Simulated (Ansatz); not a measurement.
# WGe2As4 monolayer in a perpendicular field, part 2 of 2

Aim: how the WGe2As4 monolayer screens a field along its normal, and what the field does to its bands. A positive field points along +c.

Ansatz 0.2.0; plane-wave DFT, PBE-D3(BJ), Ansatz PAW (set soft_1); PAW set soft_1.

So far. Step 2 (Relaxing the slab): The lattice constant a goes from 3.730 to 3.637 Å.

**3. Atoms held, field 0**

A sawtooth potential applies the field, turning back in the middle of the vacuum. With the dipole correction the typed value is the field outside the slab. The induced dipole is small, so the SCF threshold is tight.

The cell differs from the one that the last finished run ended in (c 49.778 → 28.172 Å).

The input, input.yaml:

```yaml
crystal:
  lattice:
    - [3.6366492873, 0.0, 0.0]
    - [-1.8183246437, 3.1494306675, 0.0]
    - [0.0, 0.0, 28.1716312236]
  atoms:
    - { symbol: As, position: [0.0, 0.0, 0.3194703185] }
    - { symbol: Ge, position: [0.3333333333, 0.6666666667, 0.3616860236] }
    - { symbol: As, position: [0.3333333333, 0.6666666667, 0.4478910871] }
    - { symbol: W, position: [0.0, 0.0, 0.5] }
    - { symbol: As, position: [0.3333333333, 0.6666666667, 0.5521089129] }
    - { symbol: Ge, position: [0.3333333333, 0.6666666667, 0.6383139764] }
    - { symbol: As, position: [0.0, 0.0, 0.6805296815] }
kpoints:
  mp_grid: { grid: [12, 12, 1] }
  band_path:
    path: [[0, 0, 0], [0.5, 0, 0], [0.33333333, 0.33333333, 0], [0, 0, 0]]
    npoints: 16
hamiltonian:
  xc: pbe
  dispersion: d3bj
  pseudopotentials: { kind: paw, azcp: { folder: soft_1 } }
scf:
  occupations: { method: fermi_dirac, width: 0.02585 }
  convergence: { dr2_threshold: 1.0e-10 }
efield:
  axis: 3
  dipole_correction: true
  ramp_position: 0.97
  ramp_width: 0.06
  amplitude: 0
output:
  dos: { projected: true, e_range: [-6, 5] }
  write_potential: true
  write_density: true
  volumetric_format: npy
  elf: true
```

Launch:

```sh
> ansatz run input.yaml --threads 4 --pin off --max-ram 6144MiB --backend cpu --events-out ev --progress --plain --runs-dir out
```

Numbers of over 12 decimals in the logs are rounded to 6 here.

The program printed:

```text
[...]
Crystal: 7 atoms, lattice volume = 322.660 Å³
Basis set: ecut = 420 eV, 6227 PW (Γ)
Bands: 62, of which v1, the nominal top of the filled ones, is band 51 counted from 1 (50 counted from 0)
Symmetry: 6 space group operations
k-points: 19 of 144 (time reversal used)
[...]
SCF iter   1: F=—  HF=-38403.201526 eV  |F-HF|=—  |Δ(HF+E_count)|=         —  Δρ=2.41e-2  dr2=2.81e0  ethr=2.73e-3  p=0.000 e·Å  D=3.02e-14 V/Å  ΔV_dip=-0.00 eV  dr2_dipole=2.76e-10  V_vac-E_F(+/−)=6.14/6.14 eV  ⟨swp⟩=1.2  Hψ=6069  notcnv=0
efield: sawtooth ramp at fractional position 0.9700 (set: `efield.ramp_position`, or a place that a band, a saddle search or an elastic batch's reference lends), width 0.0600; the density the first Hamiltonian is built on has a dipole p = 0.000 e·Å; the dipole correction subtracts the counter field D = 3.02e-14 V/Å, which shifts the + side's vacuum level by -0.00 eV against the − side's; the planar-averaged density in the ramp window peaks in size at 2.3e-6 e/Å³
[...]
SCF iter   2: F=—  HF=-38402.866865 eV  |F-HF|=—  |Δ(HF+E_count)|=   3.35e-1  Δρ=1.45e-2  dr2=1.37e0  ethr=2.73e-3  p=-0.000 e·Å  D=-4.73e-6 V/Å  ΔV_dip=0.00 eV  dr2_dipole=3.93e-9  V_vac-E_F(+/−)=4.59/4.59 eV  ⟨swp⟩=3.5  Hψ=2100  notcnv=0  defer=31
[...]
SCF iter  17: F=-38402.717649 eV  HF=-38402.717649 eV  |F-HF|=1.89e-10  |Δ(HF+E_count)|=  5.82e-11  Δρ=4.52e-8  dr2=6.93e-11  ethr=1.00e-12  p=0.000 e·Å  D=4.19e-7 V/Å  ΔV_dip=-0.00 eV  dr2_dipole=4.03e-11  V_vac-E_F(+/−)=4.58/4.58 eV  ⟨swp⟩=2.0  Hψ=2918  notcnv=0
SCF 1 converged in 17 iterations: F = -38402.717649 eV  dr2 = 6.93e-11
[...]
NSCF: frozen V_eff on 49 k-points
efield: sawtooth ramp at fractional position 0.9700 (kept from the solve that this one continues, or follows in the run), width 0.0600; the density the first Hamiltonian is built on has a dipole p = 0.000 e·Å; the dipole correction subtracts the counter field D = 4.19e-7 V/Å, which shifts the + side's vacuum level by -0.00 eV against the − side's; the planar-averaged density in the ramp window peaks in size at 2.3e-6 e/Å³
[...]
SCF converged after 17 iterations
Free energy (F): -38402.717649 eV
[...]
Internal energy: -38402.717649 eV  (E = F + TS)
E sigma→0 (E₀):  -38402.717649 eV
Entropy (-TS):   -0.000000 eV (-0.000 meV/atom)
Fermi energy:    2.382508 eV
Dipole field:    D = -0.000006 V/Å  (p = -0.000011 e·Å, saw-weighted, corrected)
Work function:   Φ+ = 4.5773 eV   Φ− = 4.5771 eV
Levels:          The Fermi level and band energies are counted from a zero that moves with the ramp; work functions are not
[...]
--- Band table (eV; the first three rows and the last of 19) ---
  k-point 0: bands = [... 47 lower, 1.9308, 1.9695, 1.9695, 2.0013, 4.3011, 4.3066, 5.0588, 5.0588, ... 7 higher]
  k-point 1: bands = [... 47 lower, 1.3332, 1.7261, 1.7721, 2.0173, 4.5161, 4.6116, 5.0970, 5.1962, ... 7 higher]
  k-point 2: bands = [... 47 lower, 1.1728, 1.2753, 1.3324, 1.8460, 4.0918, 4.2090, 4.9072, 5.1243, ... 7 higher]
  k-point 18: bands = [... 47 lower, -0.4922, 0.3409, 1.0400, 2.0825, 2.6981, 2.9099, 3.9930, 4.0366, ... 7 higher]
```

The job ended after 29 s (4 threads of Arm Neoverse V2, shared host; peak memory 1.1 GiB; 1.9 min of CPU time).

This step gave:

```
dipole along the normal            : -1.12e-5 e·Å
gap along the path                 : 0.6011 eV
smallest direct gap along the path : 0.6156 eV
ionisation energy, upper face      : 4.877 eV
electron affinity, upper face      : 4.276 eV
gap, the smaller of path and mesh  : 0.6011 eV
```

Running mean over a fixed 2.8 Å (it still follows the layers) of the planar mean; the ramp of the sawtooth is left out. Table of electron's electrostatic potential energy less the Fermi level by z:

```tsv
z (Å)	electron's electrostatic potential energy less the Fermi level (eV)
4	4.58
5	4.57
6	4.52
7	3.59
8	0.931
9	-2.96
10	-3.79
11	-2.60
12	-1.68
13	-5.24
14	-7.15
15	-5.89
16	-1.98
17	-2.21
18	-3.55
19	-3.46
20	0.239
21	3.18
22	4.48
23	4.57
24	4.58
25	4.58
```

The density of states has structure finer than the step of the table below, so its rows give means over 0.2 eV, whole bins alone (the curve runs from -6 to 2.3 eV). Peaks (eV: height): -5.04: 8.33, -2.44: 8.30, -2.11: 12.5, -2.06: 10.8, -1.97: 8.00, -1.73: 9.80, 1.58: 8.89.

Table of density of states by energy, zero at the Fermi level of the run, which the smearing sets inside the gap; means over each step:

```tsv
energy (eV)	density of states (states/eV a cell)
-5.8	0
-5.6	0.227
-5.4	1.79
-5.2	2.91
-5.0	4.69
-4.8	4.16
-4.6	3.20
-4.4	4.29
-4.2	3.00
-4.0	3.64
-3.8	2.50
-3.6	3.20
-3.4	3.67
-3.2	3.87
-3.0	5.02
-2.8	6.17
-2.6	6.33
-2.4	7.07
-2.2	6.37
-2.0	7.81
-1.8	5.83
-1.6	6.09
-1.4	3.21
-1.2	3.17
-1.0	4.90
-0.8	2.80
-0.6	2.08
-0.4	1.11
-0.2	0.00166
0.0	0
0.2	0
0.4	1.33
0.6	1.94
0.8	2.90
1.0	1.88
1.2	3.13
1.4	3.33
1.6	5.76
1.8	5.35
2.0	5.34
2.2	4.04
```

Projected DOS per atom over height of the atomic layer and energy from the Fermi level. Layers: As Ge As W As Ge As from below.

Values in states/eV, 22 rows by 7 columns, each cell a mean:
```
0.54 0.54 0.47 1.32 0.47 0.54 0.54
0.63 0.58 0.55 1.85 0.55 0.58 0.63
0.31 0.22 0.25 1.71 0.25 0.22 0.31
0.20 0.17 0.13 1.08 0.13 0.17 0.20
0.19 0.21 0.13 0.89 0.13 0.21 0.19
0.02 0.02 0.02 0.22 0.02 0.02 0.02
0.01 0.00 0.00 0.06 0.00 0.00 0.01
0.20 0.11 0.07 1.07 0.07 0.11 0.20
0.36 0.22 0.29 2.19 0.29 0.22 0.36
0.54 0.24 0.45 0.59 0.45 0.24 0.54
1.01 0.39 0.88 1.27 0.88 0.39 1.01
1.33 0.46 1.01 1.47 1.01 0.46 1.33
1.15 0.66 0.99 1.25 0.99 0.66 1.15
0.99 0.55 0.83 1.10 0.83 0.55 0.99
0.49 0.41 0.62 0.76 0.62 0.41 0.49
0.44 0.44 0.47 0.70 0.47 0.44 0.44
0.46 0.36 0.42 0.66 0.42 0.36 0.46
0.43 0.46 0.56 0.67 0.56 0.46 0.43
0.37 0.44 0.75 0.68 0.75 0.44 0.37
0.33 0.44 0.89 0.73 0.89 0.44 0.33
0.05 0.07 0.38 0.37 0.38 0.07 0.05
0.00 0.00 0.00 0.00 0.00 0.00 0.00
```
Columns: height of the atomic layer (Å) from 9 to 19.2 (not evenly spaced); rows upwards: energy from the Fermi level (eV) from -5.96 to 2.23.

Electronic bands along the path, in eV, zero at the Fermi level of the run, which the smearing sets inside the gap:

```tsv
point	band 48	band 49	band 50	band 51	band 52	band 53	band 54	band 55
Γ	-0.45	-0.41	-0.41	-0.38	1.92	1.92	2.68	2.68
halfway	-1.54	-1.52	-1.50	-0.89	1.34	1.61	1.91	2.32
M	-2.21	-2.20	-1.50	-1.08	0.90	1.19	1.32	1.36
halfway	-2.51	-2.13	-1.68	-0.80	0.52	0.95	1.59	2.41
K	-2.87	-2.04	-1.34	-0.30	0.32	0.53	1.61	1.65
halfway	-2.07	-2.03	-1.44	-0.95	1.35	1.73	2.05	2.66
Γ	-0.45	-0.41	-0.41	-0.38	1.92	1.92	2.68	2.68
```

Valence density in the ca plane at fractional y = 0.667, with atoms of Ge and As within 0.2 Å of it. It is the smooth field of the valence electrons, not physical close to the nuclei.

Ten steps, logarithmic in the rise over the least value, from '0' (0 e/Å³) to '9' (34 e/Å³), each cell a mean:
```
00000000011111000000011111110000000011110000
00000000011110000000001111100000000011111000
00000000011111000000011111111000000111110000
00000000001111110001111111111110001111100000
00000000000123321112432111124321112331100000
00000000000147842125873111258732126862100000
00000000000159952237983111269842238973100000
00000000000137741125763111247631126752100000
00000000000122211112322111123211112221100000
00000000001111100001111111111100001111110000
```
Columns run along c (16.0 Å, from fractional 0.19 to 0.76 of the cell), rows up along a (3.6 Å). Atoms in or near the plane, at fractional coordinates: Ge at (0.36, 0.33), As at (0.45, 0.33), As at (0.55, 0.33), Ge at (0.64, 0.33).

Electrostatic potential energy in the ca plane at fractional y = 0.667, with atoms of Ge and As within 0.2 Å of it. With pseudopotentials it is smooth inside the atoms' cores, unlike the true potential.

Ten even steps from '0' (-18 eV) to '9' (7 eV), each cell a mean:
```
99999999999999999987557888999988754468899999
99999999999999999987557889999998753368999999
99999999999999999987667788999888764567889998
99999999999999999998776556888655676676457887
99999999999999999999862001575122267751223673
99999999999999999999840000252498147624972450
99999999999999999999730000151799237617993340
99999999999999999999850000362387157723861451
99999999999999999998863102675211367752113774
99999999999999999998776667888766766676667887
```
Columns run along c (16.0 Å, from fractional 0.06 to 0.62 of the cell; values clipped at the 3rd and 97th percentile), rows up along a (3.6 Å). Atoms in or near the plane, at fractional coordinates: Ge at (0.36, 0.33), As at (0.45, 0.33), As at (0.55, 0.33).

ELF in the ca plane at fractional y = 0.667, with atoms of Ge and As within 0.2 Å of it. It is the smooth field of the valence electrons, not physical close to the nuclei.

Ten even steps from '0' (0.00) to '9' (0.75), each cell a mean:
```
00001357887776421123553222245421113577788864
00001368987765310012332222123210012466789975
00001257887776531124664222356531124677788863
00000124566787654467897433688865455678766531
00000001235665456787778634787778765456542110
00000000013542247984236534652369853235421000
00000000013433437983115534631169952524420000
00000000013542247985347534753379863235421000
00000011235665556777788634788777765566643210
00000135667887654357897423588864345678776542
```
Columns run along c (16.0 Å, from fractional 0.19 to 0.76 of the cell), rows up along a (3.6 Å). Atoms in or near the plane, at fractional coordinates: Ge at (0.36, 0.33), As at (0.45, 0.33), As at (0.55, 0.33), Ge at (0.64, 0.33).

The gap is 0.60 eV, with the valence edge 4.88 eV and the conduction edge 4.28 eV under the upper vacuum level. Spin-orbit coupling, left out in this run, matters for the bands of elements this heavy.

**4. Atoms held, field 0.1 V/Å**

Edit input.yaml of step 3 so:

```diff
@@ -28,7 +28,6 @@
   dipole_correction: true
-  ramp_position: 0.97
-  ramp_width: 0.06
-  amplitude: 0
+  ramp_position: 0.9606
+  ramp_width: 0.0788
+  amplitude: 0.1
 output:
-  dos: { projected: true, e_range: [-6, 5] }
   write_potential: true
@@ -36,2 +35 @@
   volumetric_format: npy
-  elf: true
```

The program printed:

```text
[...]
Crystal: 7 atoms, lattice volume = 322.660 Å³
Basis set: ecut = 420 eV, 6227 PW (Γ)
Bands: 62, of which v1, the nominal top of the filled ones, is band 51 counted from 1 (50 counted from 0)
Symmetry: 6 space group operations
k-points: 19 of 144 (time reversal used)
[...]
k-point 0: bands = [... 47 lower, 1.9201, 1.9793, 1.9793, 2.0011, 4.2728, 4.3331, 5.0579, 5.0579, ... 7 higher]
  k-point 1: bands = [... 47 lower, 1.3331, 1.7166, 1.7807, 2.0171, 4.5089, 4.6160, 5.0932, 5.1987, ... 7 higher]
  k-point 2: bands = [... 47 lower, 1.1721, 1.2675, 1.3394, 1.8457, 4.0875, 4.2116, 4.9059, 5.1236, ... 7 higher]
  k-point 18: bands = [... 47 lower, -0.4930, 0.3402, 1.0403, 2.0820, 2.6976, 2.9093, 3.9927, 4.0354, ... 7 higher]
[key lines of the parts left out:]
SCF converged after 17 iterations
Free energy (F): -38402.721530 eV
Fermi energy:    2.382076 eV
Dipole field:    D = 0.043529 V/Å  (p = 0.077619 e·Å, saw-weighted, corrected)
```

Wall time 27 s (4 threads); peak memory 1 GiB.

The dipole is 0.0776 e·Å, and the gap 0.601 eV.

**5. Single point, field -0.1 V/Å**

Edit input.yaml of step 4 so:

```diff
@@ -30,3 +30,3 @@
   ramp_width: 0.0788
-  amplitude: 0.1
+  amplitude: -0.1
 output:
```

The program printed:

```text
[...]
Crystal: 7 atoms, lattice volume = 322.660 Å³
Basis set: ecut = 420 eV, 6227 PW (Γ)
Bands: 62, of which v1, the nominal top of the filled ones, is band 51 counted from 1 (50 counted from 0)
Symmetry: 6 space group operations
k-points: 19 of 144 (time reversal used)
[...]
k-point 0: bands = [... 47 lower, 1.9201, 1.9793, 1.9793, 2.0011, 4.2728, 4.3331, 5.0579, 5.0579, ... 7 higher]
  k-point 1: bands = [... 47 lower, 1.3331, 1.7166, 1.7807, 2.0171, 4.5089, 4.6160, 5.0932, 5.1987, ... 7 higher]
  k-point 2: bands = [... 47 lower, 1.1721, 1.2675, 1.3394, 1.8457, 4.0875, 4.2116, 4.9059, 5.1236, ... 7 higher]
  k-point 18: bands = [... 47 lower, -0.4930, 0.3402, 1.0403, 2.0820, 2.6976, 2.9093, 3.9927, 4.0354, ... 7 higher]
[key lines of the parts left out:]
SCF converged after 17 iterations
Free energy (F): -38402.721530 eV
Fermi energy:    2.382078 eV
Dipole field:    D = -0.043528 V/Å  (p = -0.077617 e·Å, saw-weighted, corrected)
```

The job ended after 28 s (4 threads; peak memory 1 GiB).

The dipole is -0.0776 e·Å, and the gap 0.601 eV.

**6. Response, atoms held**

This step: plane-wave DFT, PBE-D3(BJ), Ansatz PAW (set soft_1); response to a field along the normal, atoms held; PAW set soft_1 (Ansatz 0.2.0).

The dipoles give the slope, and the difference of two potentials shows where the field is screened.

This step gave:

| Quantity | Value |
| --- | --- |
| equivalent conductor thickness p/(ε₀AE) | 12.26 Å |
| distance between the outer atoms | 10.17 Å |

The dipole of the cell by applied field:

```tsv
applied field (V/Å)	dipole of the cell (e·Å)
-0.1000	-0.0776
0.0000	-1.1e-5
0.1000	0.0776
```

Local field over the applied field, running mean. From the potentials at -0.1 and 0.1 V/Å; running mean over 2.5 Å. The local field over applied field by z:

```tsv
z (Å)	local field over applied field
4.5	0.998
5.0	0.993
5.5	0.981
6.0	0.951
6.5	0.884
7.0	0.760
7.5	0.593
8.0	0.413
8.5	0.241
9.0	0.107
9.5	0.0467
10.0	0.0380
10.5	0.0437
11.0	0.0622
11.5	0.0753
12.0	0.0644
12.5	0.0515
13.0	0.0470
13.5	0.0383
14.0	0.0309
14.5	0.0347
15.0	0.0449
15.5	0.0495
16.0	0.0588
16.5	0.0738
17.0	0.0691
17.5	0.0486
18.0	0.0388
18.5	0.0406
19.0	0.0775
19.5	0.188
20.0	0.352
20.5	0.531
21.0	0.706
21.5	0.848
22.0	0.934
22.5	0.974
23.0	0.990
23.5	0.996
24.0	0.999
```

The induced electron density oscillates, so the rows of the table below give means over windows of 1 Å about each position, cut where the curve ends. Its maxima inside the range that stand out by 2 % of the span (Å: e/Å³ per V/Å): 7.9: 0.00355, 11.2: 4.5e-4, 12.5: 8.0e-4, 14.8: 3.2e-4, 16.3: 3.5e-4, 17.9: 0.00127. Its minima: 10.3: -0.00127, 11.9: -3.5e-4, 13.4: -3.2e-4, 15.7: -8.0e-4, 17.0: -4.5e-4, 20.2: -0.00355.

Electrons, planar mean, per unit field. The induced electron density by z; means over each step:

```tsv
z (Å)	induced electron density (e/Å³ per V/Å)
5	3.8e-5
6	2.8e-4
7	0.00152
8	0.00298
9	7.8e-4
10	-5.0e-4
11	5.0e-5
12	7.3e-5
13	1.3e-4
14	-4.5e-5
15	2.5e-5
16	-1.9e-4
17	-1.7e-4
18	7.0e-4
19	-6.4e-4
20	-0.00267
21	-0.00191
22	-3.8e-4
23	-5.4e-5
24	-9.0e-6
```

The smaller of the gaps on the path and on the k-mesh, counted as 0 under 0.03 eV. The gap stays at 0.601 eV for applied field from -0.1 to 0.1 V/Å.

By hand: between -0.1 and 0.1 V/Å the dipole changes by 0.1552 e·Å, a slope of 0.7762 e·Å²/V. A perfect conductor of thickness t has p = ε₀AEt, so t = 180.95 × 0.7762 / 11.453 = 12.26 Å (e/ε₀ = 180.95 V·Å, A in Å²).

The induced dipole is that of a conductor 12.26 Å thick.

**7. Results**

| Quantity | Value |
| --- | --- |
| gap without field | 0.601 eV |
| ionisation energy, upper face | 4.88 eV |
| electron affinity, upper face | 4.28 eV |
| equivalent conductor thickness, atoms held | 12.3 Å |

**Reading.** The induced dipole equals that of a perfect conductor 12.26 Å thick, while the outer atoms lie 10.17 Å apart; an out-of-plane ε follows only once a thickness t is chosen, by 1 − 1/ε = 12.26 Å / t. The gap stays within 0.01 eV of 0.60 eV over the fields run, up to 0.1 V/Å in size. Semilocal functionals give gaps that are too small, and excitons are not included. Spin-orbit coupling is left out, which matters for the bands of elements this heavy. The outer anions sit over the metal atoms, one of several polytypes of such layers and not the lowest for every compound.

[Logs are printed without paths, hosts, clocks, repeated set-up lines and the standing remarks that a program may print on its own settings, such as how far it seeks lower states.]

[Hosts, paths, dates, database ids (printed as entryN), source tags and the programs' standing remarks are cut or masked in the printed files.]

[Maps of the electrostatic potential energy from Ansatz leave out the sawtooth potential of an applied field or a dipole correction, so their vacuum need not be flat; planar profiles and work functions include it.]

[The density of states shown here was stored with 400 of the rows of the run's finer table, so its peaks can read low, often by over a quarter, or be missed, and its means over a window can be off by a tenth or more.]
